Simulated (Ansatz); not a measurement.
**ZnTe: thickness series**

The parent structure is ZnTe in the zinc blende structure (space group F-43m, No. 216).

```
CELL_PARAMETERS angstrom
      0.00000     3.03285     3.03285
      3.03285     0.00000     3.03285
      3.03285     3.03285     0.00000
ATOMIC_POSITIONS crystal
  Te 0.75000 0.75000 0.75000
  Zn 0.00000 0.00000 0.00000
```

Cartesian axes are those of the cell as printed.

Free-standing slabs (2 atom(s) a layer) normal to [110] with 15 Å of vacuum; in-plane cell held at bulk.

Method: PBEsol/PAW in Ansatz (a program for electronic structure), scalar-relativistic without spin-orbit coupling.

```csv
case,gap character,band gap,shortest interatomic distance
base,–,1.24 eV,2.627 Å
1 layer,direct at U,1.42 eV,2.421 Å
2 layers,"indirect, Γ → Γ–Z (50 % along)",2.32 eV,2.554 Å
3 layers,"indirect, Γ → X",1.44 eV,2.570 Å
4 layers,direct at Γ,1.85 eV,2.575 Å
5 layers,direct at Γ,1.72 eV,2.569 Å
6 layers,direct at Γ,1.66 eV,2.573 Å
7 layers,direct at Γ,1.60 eV,2.571 Å
```

With Te present, leaving out spin-orbit coupling can change the band edges. Stability against distortions was not tested. Labels are those of the standard path for the cell's own space group.
